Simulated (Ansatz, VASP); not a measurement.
**ZnO: VASP beside Ansatz**

```
Zn O
1.0
     3.16816    0.00000    0.00000
    -1.58408    2.74371    0.00000
     0.00000    0.00000    5.46399
Zn O
2 2
Direct
  0.33333 0.66667 0.00000
  0.66667 0.33333 0.50000
  0.33333 0.66667 0.38210
  0.66667 0.33333 0.88210
```

Change from the starting cell: strain -0.025 along x and y, +0.050 along z, atoms carried along.

Alike in both runs: task single point; functional PBEsol; k mesh 9 × 9 × 6; occupations gaussian, width 0.05 eV; no spin polarisation.

```csv
,VASP,Ansatz
version,VASP 6.6.1,Ansatz 0.2.0
potentials or method,"VASP PAW PBE potentials, release 64 (Zn, O)","scalar-relativistic, plane waves, PAW"
plane-wave cutoff (eV),520,420
valence electrons in the cell,36,36
```

```csv
,VASP,Ansatz,Ansatz less VASP
gap on the k mesh at the Fermi level (eV),0.56,0.58,+0.015
least direct gap on the mesh (eV),0.56,0.58,+0.015
pressure (GPa),1.1,0.1,-1.00
largest component of the traceless stress (GPa),9.98,9.57,-0.414
rms of the force components (eV/Å),0.301,0.278,-0.0232
```

Atom by atom the forces differ by 0.023 eV/Å (rms over components). The functional is the same, so the differences come from potentials, cutoffs and numerics.

Caveats: the PAW data sets were made with another functional, which shifts forces and pressure a little (VASP).
